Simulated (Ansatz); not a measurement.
Nuclear-site quantities of Ca as the cell is scaled

```yaml
crystal:
  lattice:
    - [3.52015, 0.00000, 0.00000]
    - [0.00000, 3.52015, 0.00000]
    - [0.00000, 0.00000, 3.52015]
  atoms:
    - { symbol: Ca, position: [0.00000, 0.00000, 0.00000] }
```

The cell was built from the sc type and relaxed in the same program, and has space group Pm-3m; it needn't be a known or the stable phase.

Method: Ansatz 0.2.0, DFT, PBE, all-electron PAW with datasets made for the crystal, scalar-relativistic.

The runs use a Γ-centred 13×13×13 k mesh, Fermi–Dirac smearing of 0.05 eV, cutoff 200 eV (chosen by the program for this cell), no spin polarisation.

The contact density is the mean electron density over the nuclear volume; its changes follow the s electrons' response to bonding and compression. Changes below are taken from the unscaled cell, where it is 41304.9 e/Å³ at Ca.

| V/V(cell) | P (GPa) | Δρ(0) Ca (e/Å³) |
| --- | --- | --- |
| 0.9500 | 0.6 | ? |
| 1.0000 | 0.0 | 0.00 |
| 1.0500 | -0.5 | ? |

Give the missing entry: row "0.9500", column "Δρ(0) Ca (e/Å³)".

-0.10.

Give the missing entry: row "1.0500", column "Δρ(0) Ca (e/Å³)".

0.09.

The datasets are made afresh for each cell, so very small changes are uncertain.
